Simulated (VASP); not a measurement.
The system is Mg2ZnO3.

```xyz
6
Lattice="5.1095 0.0000 0.0000 -2.5548 4.4250 0.0000 0.0000 0.0000 3.0865" Properties=species:S:1:pos:R:3 pbc="T T T"
Mg    0.0000    2.9500    0.0000
Mg    2.5548    1.4750    0.0000
Zn    0.0000    0.0000    0.0000
O     2.5548    0.0000    1.5433
O     1.2774    2.2125    1.5433
O    -1.2774    2.2125    1.5433
```

The cell was built by a generator and needn't be a form met in nature.

- Program: VASP 6.6.1
- Task: relaxation of cell and atoms
- Functional: PBE
- Potentials or basis: VASP PAW PBE potentials, release 64 (Mg, Zn, O)
- Cutoff: 520 eV
- k mesh: 3 × 3 × 5
- Occupations: gaussian, width 0.15 eV
- Spin: no spin polarisation

At the start: pressure -2.0 GPa; volume 11.63 Å³/atom.

**Question.** How do energy, volume and symmetry change on relaxing?

**Answer.** Over 4 steps the energy falls by 208.1 meV/atom and the volume is 11.57 Å³/atom (-0.5 %); space group P6/mmm (No. 191, to 0.05 Å).

The path:
| step | energy change (eV) | largest force (eV/Å) | pressure (GPa) | volume (Å³) |
| --- | --- | --- | --- | --- |
| 1 | 0.0000 | 0.0000 | -2.03 | 69.78 |
| 2 | -1.2342 | 0.0000 | 1.86 | 67.73 |
| 3 | -1.2361 | 0.0000 | 2.56 | 67.63 |
| 4 | -1.2484 | 0.0000 | -0.06 | 69.42 |

Final structure:
```
Mg Zn O
1.0
     5.40109    0.00000    0.00000
    -2.70055    4.67748    0.00000
     0.00000    0.00000    2.74781
Mg Zn O
2 1 3
Direct
  0.33333 0.66667 0.00000
  0.66667 0.33333 0.00000
  0.00000 0.00000 0.00000
  0.50000 0.00000 0.50000
  0.50000 0.50000 0.50000
  0.00000 0.50000 0.50000
```

Caveat: the k mesh is coarse (spacing up to 0.47 Å⁻¹), so the values aren't converged.
